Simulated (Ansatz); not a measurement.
W:

```
W
1.0
     0.00000    2.03000    2.03000
     2.03000    0.00000    2.03000
     2.03000    2.03000    0.00000
W
1
Cartesian
  0.0000 0.0000 0.0000
```

This isn't the form of W at room conditions, which is bcc.

| Quantity | Value |
| --- | --- |
| Program | Ansatz 0.2.0 |
| Task | relaxation of cell and atoms |
| Functional | LDA |
| Potentials or basis | Ansatz PAW |
| Cutoff | 420 eV (not typed: the program's choice for these potentials) |
| k mesh | 11 × 11 × 11 |
| Occupations | fermi-dirac, width 0.05 eV |
| Spin | no spin polarisation |

At the start: volume 16.73 Å³/atom.

How do energy, volume and symmetry change on relaxing?

It ends after 5 steps and the volume is 15.72 Å³/atom (-6.0 %); space group Fm-3m (No. 225, to 0.05 Å).

Step by step:
```csv
step,energy change (eV),largest force (eV/Å),volume (Å³)
1,0.0000,0.0000,16.73
2,-0.0582,0.0000,15.83
3,-0.0590,0.0000,15.71
4,-0.0590,0.0000,15.72
5,-0.0588,0.0000,15.72
```

Final structure:
```yaml
crystal:
  lattice:
    - [0.00000, 1.98822, 1.98822]
    - [1.98822, 0.00000, 1.98822]
    - [1.98822, 1.98822, 0.00000]
  atoms:
    - { symbol: W, position: [0.00000, 0.00000, 0.00000] }
```

Caveat: the plane-wave basis is chosen anew once the cell has moved, so the energies of steps on either side of that aren't comparable; the PAW data sets come from PBE, with cores solved anew for the run's functional, which leaves a small shift of forces and pressure.
